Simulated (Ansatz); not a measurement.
## Structure search: one Si candidate

Method: Ansatz 0.2.0, DFT PBE, scalar-relativistic, plane waves, PAW. Cutoff 420 eV, Gaussian smearing, Γ-centred meshes. Cell and atoms relax first on a coarse mesh and then on a finer one. In between, the cell is made exact in the group found at 0.06 Å. In metals the finer mesh still leaves noise of several meV/atom or more. The steps can't lower the symmetry of their start. No spin polarisation.

A trial structure of Si was built thus: one element on all sites of the S type (P3_221, No. 154). The dimensions are guesses.

```xyz
9
Lattice="7.2017 0.0000 0.0000 -3.6008 6.2368 0.0000 0.0000 0.0000 4.0116" Properties=species:S:1:pos:R:3 pbc="T T T"
Si    0.3870    0.6703    2.0058
Si    0.7548    4.3021    2.9429
Si    3.3483    2.8048    1.0687
Si    6.4277    0.0000    0.6686
Si   -0.2525    3.4321    0.2685
Si   -0.5023    4.7395    1.6057
Si    3.0985    1.4973    3.7431
Si    4.3557    1.9347    2.4059
Si   -3.2139    5.5666    3.3430
```

Energies count from the standard state of Si at the same level.

Task: Where does the relaxation end?

Result: The symmetry stays P3_221 (No. 154). The volume per atom shrinks by 22.7 %, from 20.0 to 15.5 Å³. The shortest distance goes from 1.89 Å (Si–Si) to 2.43 Å (Si–Si). The energy falls by about 2.1 eV/atom (the start's value is from the coarse mesh). Conventional cell: a = 6.798 Å, c = 3.479 Å. Si on a site of symmetry 2 is surrounded by 2 Si at 2.48 Å, 4 Si at 2.67–2.70 Å and 4 Si at 2.93–3.05 Å; Si on a site of symmetry 1 has 4 Si at 2.43–2.49 Å, 1 Si at 2.67 Å, 3 Si at 2.83–3.05 Å and 2 Si at 3.20 Å.

```
CELL_PARAMETERS angstrom
6.79793 0.00000 0.00000
-3.39897 5.88718 0.00000
0.00000 0.00000 3.47911
ATOMIC_POSITIONS crystal
Si 0.20728 0.20728 0.50000
Si 0.53576 0.70197 0.70712
Si 0.70197 0.53576 0.29288
Si 0.79272 0.00000 0.16667
Si 0.16621 0.46424 0.04045
Si 0.29803 0.83379 0.37378
Si 0.46424 0.16621 0.95955
Si 0.83379 0.29803 0.62622
Si 0.00000 0.79272 0.83333
```

Task: Give its energy and gap.

Result:

| Property | Result |
| --- | --- |
| Energy over the standard state | +0.44 eV/atom |
| Gap on the 6×6×12 mesh of the 9-atom cell | 0 eV (a metal) |

So it is a metastable form at best.

The last run used Gaussian smearing of 0.10 eV. Symmetry constrained the relaxation, so the result can be a saddle point.
